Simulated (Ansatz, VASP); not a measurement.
This is a calculation of EuS for Ansatz 0.2.0.

The input input.yaml:

```yaml
crystal:
  lattice:
    - [0.0, 2.9785, 2.9785]
    - [2.9785, 0.0, 2.9785]
    - [2.9785, 2.9785, 0.0]
  atoms:
    - { symbol: Eu, position: [0.0, 0.0, 0.0], spin: 7.0 }
    - { symbol: S, position: [0.5, 0.5, 0.5] }
hamiltonian:
  xc: pbe
  pseudopotentials: { kind: paw }
magnetization:
  spin_polarized: true
kpoints:
  mp_grid: { grid: [8, 8, 8] }
scf:
  occupations: { method: gaussian, width: 0.014 }
output:
  forces: true
  stress: true
  eigenvalues: true
```

Potentials or basis: Ansatz PAW.

The run is started by

```bash
$ ansatz run input.yaml --threads 2 --pin off --max-ram 5632MiB --backend cpu --events-out ev --progress --plain --runs-dir out
```

Translate it to VASP 6.6.1. Potentials there: VASP PAW PBE potentials, release 64 (Eu, S).

As run (the cutoff follows the program's own potentials):

INCAR

```
SYSTEM = EuS
PREC = Accurate ; ENCUT = 520
EDIFF = 1E-6 ; ISMEAR = 0
SIGMA = 0.014 ; LREAL = .False.
LASPH = .True. ; NELM = 150
ALGO = Fast ; ISIF = 2
LWAVE = .False. ; LCHARG = .False.
ISPIN = 2 ; MAGMOM = 7 0
LORBIT = 11 ; LMAXMIX = 6
GGA = PE ; NBANDS = 22
```

KPOINTS

```
Automatic mesh
0
Gamma
  8 8 8
  0 0 0
```

File POSCAR:

```
EuS
1.0
    0.0000000000      2.9785000000      2.9785000000
    2.9785000000      0.0000000000      2.9785000000
    2.9785000000      2.9785000000      0.0000000000
Eu S
1 1
Direct
    0.0000000000      0.0000000000      0.0000000000
    0.5000000000      0.5000000000      0.5000000000
```

Potentials or basis: VASP PAW PBE potentials, release 64 (Eu, S).

The run is started by

```bash
$ cat potpaw_PBE.64/Eu/POTCAR potpaw_PBE.64/S/POTCAR > POTCAR
$ mpirun -np 1 vasp_std > vasp.out
```

Both were run:

|  | VASP | Ansatz | Ansatz less VASP |
| --- | --- | --- | --- |
| gap on the k mesh at the Fermi level (eV) | none | none | - |
| pressure (GPa) | -2.8 | -2.5 | +0.31 |
| net moment per atom (μB) | 3.49 | 3.49 | 0.000 |
| size of the moment on the site where the two differ most (μB) | 6.59 | 6.76 | +0.171 |

Site moments also hang on the region over which each program counts them. A gap of «none» marks a metal or a gap that the smearing closes.

Caveats: spin-orbit coupling is left out, which moves the levels of the heavy elements; a cell with one magnetic atom can't hold antiferromagnetic order, which such compounds often take; without U or exact exchange the open f shell lies at the Fermi level, which spoils levels, moments and volumes. The state reached can hang on the start; a lower one may exist. With open d or f shells a metallic result of PBE can be an artefact of self-interaction; +U or a hybrid may open a gap.
